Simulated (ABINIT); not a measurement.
# TePb (Pm-3m) in ABINIT: further runs

One crystal, TePb, is run at these levels: PBEsol, LDA, r2SCAN, HCTH407; tasks: band structure, equation of state.

Everything below comes from runs of ABINIT 10.8.3 (patched build). Logs are shortened: lines on timing, memory, paths and dates and some standing lists are left out, and cuts for length are marked. The log counts tension as positive stress, the text compression.

## Step 1: The crystal as given

The structure is cubic, space group Pm-3m (No. 221). The conventional cell has a = 4.002 Å, b = 4.002 Å, c = 4.002 Å, α = 90.00°, β = 90.00°, γ = 90.00°. Around Pb (site symmetry m-3m) lie 8 Te at 3.47 Å. Te (site symmetry m-3m) is surrounded by 8 Pb at 3.47 Å.

Measurements of this composition are mostly on another form, of space group No. 225.

## Step 2: Band structure, PBEsol, spin-orbit coupling, no magnetisation

Contents of run.abi:

```
ndtset 2

pp_dirpath "./"
pseudos "Pb.GGA_PBE-JTH.xml, Te.GGA_PBE-JTH.xml"

acell 3*1.0
rprim
     7.5632263022     0.0000000000     0.0000000000
     0.0000000000     7.5632263022     0.0000000000
     0.0000000000     0.0000000000     7.5632263022
ntypat 2
znucl 82 52
natom 2
typat 1 2
xred
     0.0000000000     0.0000000000     0.0000000000
     0.5000000000     0.5000000000     0.5000000000

ecut 22.0
pawecutdg 44.0

ixc -116133

occopt 3
tsmear 0.05 eV

nspinor 2
nspden 1
pawspnorb 1

nstep 100

iomode 3
prtwf 0
prteig 0
prtebands 0
enunit 1
prtden1 1

kptopt1 4
ngkpt1 7 7 7
nshiftk1 1
shiftk1 0.0 0.0 0.0
nband1 28
tolvrs1 1.0e-9

iscf2 -2
getden2 1
nband2 40
nbdbuf2 8
tolwfr2 1.0e-11
kptopt2 -5
ndivsm2 5
prteig2 1
prtvol2 -3
kptbounds2
     0.0000000000     0.0000000000     0.0000000000
     0.0000000000     0.5000000000     0.0000000000
     0.5000000000     0.5000000000     0.0000000000
     0.0000000000     0.0000000000     0.0000000000
     0.5000000000     0.5000000000     0.5000000000
     0.0000000000     0.5000000000     0.0000000000
```

Potentials or basis: JTH PAW PBE v2.0.

Launch:

```bash
$ abinit run.abi > log 2>&1
```

run.abo:

```text
.Version 10.8.3 of ABINIT
 DATASET    1 : space group P4 3 2 (#207); Bravais cP (primitive cubic)
================================================================================
 Values of the parameters that define the memory need for DATASET  1.
     intxc =       0    ionmov =       0      iscf =      17    lmnmax =      18
     lnmax =       6     mgfft =      32  mpssoang =       3    mqgrid =    3001
     natom =       2  nloc_mem =       2    nspden =       1   nspinor =       2
    nsppol =       1      nsym =      24    n1xccc =       1    ntypat =       2
    occopt =       3   xclevel =       2
       mpw =        2164          nfft =       32768          nkpt =          21
 PAW method is used; the additional fine FFT grid is defined by:
   mgfftf=        48    nfftf =    110592
================================================================================
================================================================================

 DATASET    2 : space group P4 3 2 (#207); Bravais cP (primitive cubic)
================================================================================
 Values of the parameters that define the memory need for DATASET  2.
     intxc =       0    ionmov =       0      iscf =      -2    lmnmax =      18
     lnmax =       6     mgfft =      32  mpssoang =       3    mqgrid =    3001
     natom =       2  nloc_mem =       2    nspden =       1   nspinor =       2
    nsppol =       1      nsym =      24    n1xccc =       1    ntypat =       2
    occopt =       3   xclevel =       2
       mpw =        2176          nfft =       32768          nkpt =          34
 PAW method is used; the additional fine FFT grid is defined by:
   mgfftf=        48    nfftf =    110592
================================================================================
================================================================================

--------------------------------------------------------------------------------
------------- Echo of variables that govern the present computation ------------
--------------------------------------------------------------------------------
 -outvars: echo values of preprocessed input variables --------
            acell      1.0000000000E+00  1.0000000000E+00  1.0000000000E+00 Bohr
              amu      2.07200000E+02  1.27600000E+02
             ecut      2.20000000E+01 Hartree
           enunit           1
           getden1          0
           getden2          1
             iscf1         17
             iscf2         -2
              ixc     -116133
[... 758 lines left out ...]
 Atom  Sphere_radius  Integrated_density
    1        2.40264         11.32023666
    2        2.31107          3.07463839

================================================================================

 ----iterations are completed or convergence reached----

 Mean square residual over all n,k,spin=   57.154E-13; max=  99.965E-13
 reduced coordinates (array xred) for    2 atoms
       0.000000000000      0.000000000000      0.000000000000
       0.500000000000      0.500000000000      0.500000000000

 cartesian coordinates (angstrom) at end:
    1      0.00000000000000     0.00000000000000     0.00000000000000
    2      2.00114349865560     2.00114349865560     2.00114349865560
 length scales=  1.000000000000  1.000000000000  1.000000000000 bohr
              =  0.529177210544  0.529177210544  0.529177210544 angstroms
 Eigenvalues (   eV  ) for nkpt=  34  k points:
 kpt#   1, nband= 40, wtk=  1.00000, kpt=  0.0000  0.0000  0.0000 (reduced coord)
 -18.97714  -18.97714  -18.97714  -18.97714  -16.43745  -16.43745  -16.43745  -16.43745
 -16.37921  -16.37921  -12.85094  -12.85094   -7.37955   -7.37955   -2.94880   -2.94880
  -1.93135   -1.93135   -1.93135   -1.93135    2.91373    2.91373    3.36098    3.36098
   3.36098    3.36098    5.37475    5.37475    5.37475    5.37475    9.25799    9.25799
  10.81875   10.81877   10.81878   10.81891   10.95997   10.96004   11.46556   11.46556
 kpt#   2, nband= 40, wtk=  1.00000, kpt=  0.0000  0.1000  0.0000 (reduced coord)
 -18.97733  -18.97733  -18.97598  -18.97598  -16.43752  -16.43752  -16.43401  -16.43401
 -16.38113  -16.38113  -12.77289  -12.77289   -7.54496   -7.54496   -2.90934   -2.90934
  -1.96797   -1.96797   -1.84255   -1.84255    2.59651    2.59651    3.43522    3.43522
   3.81268    3.81268    4.90266    4.90266    5.07544    5.07544    9.84083    9.84083
  10.25743   10.25743   10.29172   10.29172   10.38118   10.38118   10.91767   10.91767
 kpt#   3, nband= 40, wtk=  1.00000, kpt=  0.0000  0.2000  0.0000 (reduced coord)
 -18.97781  -18.97781  -18.97301  -18.97301  -16.43790  -16.43790  -16.42500  -16.42500
 -16.38597  -16.38597  -12.54480  -12.54480   -8.01056   -8.01056   -2.78625   -2.78625
  -1.90749   -1.90749   -1.58548   -1.58548    1.80675    1.80675    3.52582    3.52582
   3.65512    3.65512    4.31489    4.31489    5.49348    5.49348    8.93241    8.93241
[... 173 lines left out ...]
   3.34285    3.34285    6.05132    6.05132    7.92840    7.92840    8.03999    8.03999
   8.08041    8.08041   11.74706   11.75334   12.33017   12.34759   12.44294   12.48689
 kpt#  33, nband= 40, wtk=  1.00000, kpt=  0.0714  0.5000  0.0714 (reduced coord)
 -18.97831  -18.97831  -18.96581  -18.96581  -16.43854  -16.43854  -16.40059  -16.40059
 -16.39926  -16.39926  -11.51625  -11.51625   -9.52826   -9.52826   -2.08413   -2.08413
  -1.87105   -1.87105   -0.98286   -0.98286    0.30906    0.30906    1.35219    1.35219
   2.48553    2.48553    5.07054    5.07054    6.84659    6.84659    9.64487    9.64487
   9.88424    9.88424   11.45851   11.45919   12.08294   12.13232   12.15015   12.17587
 kpt#  34, nband= 40, wtk=  1.00000, kpt=  0.0000  0.5000  0.0000 (reduced coord)
 -18.97909  -18.97909  -18.96567  -18.96567  -16.44064  -16.44064  -16.40114  -16.40114
 -16.39675  -16.39675  -11.57583  -11.57583   -9.60686   -9.60686   -1.69199   -1.69199
  -0.94379   -0.94379   -0.81872   -0.81872   -0.55837   -0.55837    1.26866    1.26866
   2.23822    2.23822    4.69941    4.69941    6.35732    6.35732   10.95716   10.95716
  11.42263   11.42263   11.56808   11.56809   11.93542   11.93642   12.01794   12.07658

== END DATASET(S) ==============================================================
================================================================================

 -outvars: echo values of variables after computation  --------
            acell      1.0000000000E+00  1.0000000000E+00  1.0000000000E+00 Bohr
           etotal1    -6.9612511079E+01
            fcart1    -0.0000000000E+00 -0.0000000000E+00 -0.0000000000E+00
                      -0.0000000000E+00 -0.0000000000E+00 -0.0000000000E+00
            rprim      7.5632263022E+00  0.0000000000E+00  0.0000000000E+00
                       0.0000000000E+00  7.5632263022E+00  0.0000000000E+00
                       0.0000000000E+00  0.0000000000E+00  7.5632263022E+00
           strten1     9.6852443778E-05  9.6852443778E-05  9.6852443778E-05
                       0.0000000000E+00  0.0000000000E+00  0.0000000000E+00
           xangst      0.0000000000E+00  0.0000000000E+00  0.0000000000E+00
                       2.0011434987E+00  2.0011434987E+00  2.0011434987E+00
             xred      0.0000000000E+00  0.0000000000E+00  0.0000000000E+00
                       5.0000000000E-01  5.0000000000E-01  5.0000000000E-01
 Calculation completed.
```

Run time: 3.5 min. Hardware: 1 thread of Intel Xeon Platinum 8488C (Sapphire Rapids), shared host; peak memory 0.19 GiB.

What came out:

```yaml
Free_energy: -1894.2529 eV
Pressure: -2.8 GPa
Band_gap_on_the_k_mesh: none (metal or under the smearing width)
Valence_electrons_inside_the_program's_atomic_spheres: Pb 11.32; Te 3.07
```

Levels at the corners of the path, in eV from the Fermi level:
| point | band 16 | band 17 | band 18 | band 19 | band 20 | band 21 | band 22 | band 23 | band 24 | band 25 |
| --- | --- | --- | --- | --- | --- | --- | --- | --- | --- | --- |
| Γ | -2.19 | -1.17 | -1.17 | -1.17 | -1.17 | 3.67 | 3.67 | 4.12 | 4.12 | 4.12 |
| X | -0.93 | -0.19 | -0.19 | -0.06 | -0.06 | 0.20 | 0.20 | 2.03 | 2.03 | 3.00 |
| M | -4.39 | -4.34 | -4.34 | 0.24 | 0.24 | 2.76 | 2.76 | 4.07 | 4.07 | 4.42 |
| Γ | -2.19 | -1.17 | -1.17 | -1.17 | -1.17 | 3.67 | 3.67 | 4.12 | 4.12 | 4.12 |
| R | -2.81 | -2.23 | -2.23 | -2.23 | -2.23 | -1.81 | -1.81 | -0.58 | -0.58 | -0.58 |
| X | -0.93 | -0.19 | -0.19 | -0.06 | -0.06 | 0.20 | 0.20 | 2.03 | 2.03 | 3.00 |

Caveat: the PAW data sets were made with another functional, which shifts forces and pressure a little.

(Continued in part 2 of 2.)
